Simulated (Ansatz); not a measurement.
# BaTe in Ansatz: the effect of functional

Crystal: BaTe.

```
Ba Te
1.0
     0.00000    3.43258    3.43258
     3.43258    0.00000    3.43258
     3.43258    3.43258    0.00000
Ba Te
1 1
Direct
  0.00000 0.00000 0.00000
  0.50000 0.50000 0.50000
```

The cell isn't the ideal one: volume scaled by 1.02.

Alike in all runs:

- Program: Ansatz 0.2.0
- Task: single point
- Potentials or basis: Ansatz PAW
- Cutoff: 420 eV (not typed: the program's choice for these potentials)
- k mesh: 7 × 7 × 7
- Occupations: fermi-dirac, width 0.05 eV
- Spin: no spin polarisation

Problem. One run gave: gap on the mesh 1.41 eV; pressure 0.0 GPa. Which functional did it use?
A. LDA
B. PBE
C. PBEsol

Solution. A.

```tsv
functional	gap on the mesh (eV)	pressure (GPa)
LDA	1.41	0.0
PBE	1.53	3.0
PBEsol	1.44	1.1
```

Caveats: odd divisions of the mesh miss points on the zone boundary, where band edges often lie, so the gap on the mesh can be too wide; spin-orbit coupling is left out, which moves the levels of the heavy elements; the PAW data sets come from PBE, with cores solved anew for the run's functional, which leaves a small shift of forces and pressure (some runs).

A k mesh can miss the band edges.
